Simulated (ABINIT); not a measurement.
Here is an ABINIT 10.8.3 (patched build) calculation.

run.abi

```
# Datasets: one volume each
ndtset 7
getwfk -1
scalecart1 3*0.9795861087
scalecart2 3*0.9864848297
scalecart3 3*0.9932883884
scalecart4 3*1.0000000000
scalecart5 3*1.0066227096
scalecart6 3*1.0131594038
scalecart7 3*1.0196128224

# Pseudopotentials
pp_dirpath "./"
pseudos "Sb.GGA_PBE-JTH.xml, Ga.GGA_PBE-JTH.xml"

# Structure
acell 3*1.0
rprim
     0.0000000000     5.7806722152     5.7806722152
     5.7806722152     0.0000000000     5.7806722152
     5.7806722152     5.7806722152     0.0000000000
ntypat 2
znucl 51 31
natom 2
typat 1 2
xred
     0.7500000000     0.7500000000     0.7500000000
     0.0000000000     0.0000000000     0.0000000000

# Plane-wave basis
ecut 20.0
pawecutdg 40.0
pawxcdev 0

# k points
kptopt 1
ngkpt 8 8 8
nshiftk 1
shiftk 0.0 0.0 0.0

# Exchange and correlation
ixc -116133

# Bands and occupations
nband 18
occopt 3
tsmear 0.00183747

# SCF cycle
nstep 100
tolvrs 1.0e-9

# Output
iomode 3
prtwf 1
prtden 0
prteig 0
prtebands 0
```

Potentials or basis: JTH PAW PBE v2.0.

Launch:

```bash
$ abinit run.abi > log 2>&1
```

(1) Predict the pressure derivative of the bulk modulus.

(2) Estimate the equilibrium volume.

Answers

(1) 4.4.

(2) 28.55 Å³/atom.

Caveat: pressures at fixed basis lie under the slope of the energies; the PAW data sets were made with another functional, which shifts forces and pressure a little.
